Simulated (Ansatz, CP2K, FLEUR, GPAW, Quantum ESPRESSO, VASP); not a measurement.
BaTiO3: programs and potentials compared

```
CELL_PARAMETERS angstrom
3.99980 0.00000 0.00000
0.00000 3.99980 0.00000
0.00000 0.00000 4.01800
ATOMIC_POSITIONS crystal
Ba 0.00000 0.00000 0.00000
Ti 0.50000 0.50000 0.49000
O 0.00000 0.50000 0.51700
O 0.50000 0.00000 0.51700
O 0.50000 0.50000 0.01900
```

Alike in all runs: task single point; functional PBEsol; k mesh 7 × 7 × 7; occupations fermi-dirac, width 0.05 eV; no spin polarisation; no spin-orbit coupling. Pressure is positive in compression and, in plane waves, holds the error of the finite cutoff, which Ansatz's Pulay term estimates and takes out.

```csv
program and potentials,plane-wave cutoff (eV),notes,pressure (GPa),largest force (eV/Å)
"Ansatz, Ansatz PAW",420,"potentials made for PBE, which Ansatz adapts in part; Pulay term of +0.59 GPa included",-3.84,0.354
"GPAW, PAW data sets generated for this functional",800,-,-2.35,0.285
"Quantum ESPRESSO, GBRV 1.5 PBEsol",612,-,-2.82,0.345
"FLEUR, all-electron, FLAPW",-,-,-,0.356
"CP2K, POTENTIAL_UZH Ba GTH-PBE-q10, Ti GTH-PBE-q12, O GTH-PBE-q6; TZVP-MOLOPT-PBE-GTH basis",-,atomic basis; potentials made for PBE,-1.57,-
"Ansatz, all-electron LAPW, scalar-relativistic",-,-,-3.83,0.359
"VASP, PBE PAW files Ba_sv, O, Ti_sv, 520 eV",520,potentials made for PBE,-2.02,0.323
```

Force on atom 5 (O), eV/Å:

```csv
program and potentials,x,y,z
"Ansatz, Ansatz PAW",0.000,0.000,0.354
"GPAW, PAW data sets generated for this functional",0.000,0.000,0.285
"Quantum ESPRESSO, GBRV 1.5 PBEsol",0.000,0.000,0.345
"FLEUR, all-electron, FLAPW",0.000,0.000,0.356
"Ansatz, all-electron LAPW, scalar-relativistic",0.000,0.000,0.359
"VASP, PBE PAW files Ba_sv, O, Ti_sv, 520 eV",0.000,0.000,0.323
```

The pressure spans -3.84 (Ansatz, Ansatz PAW) to -1.57 GPa (CP2K, POTENTIAL_UZH Ba GTH-PBE-q10, Ti GTH-PBE-q12, O GTH-PBE-q6; TZVP-MOLOPT-PBE-GTH basis), with all-electron results at -3.83. Rows in atomic bases carry the error of their basis and grid, which can be large.

The functional is the same throughout but for its coding, so the spread measures potentials, basis and numerics; runs on potential files found faulty are left out.
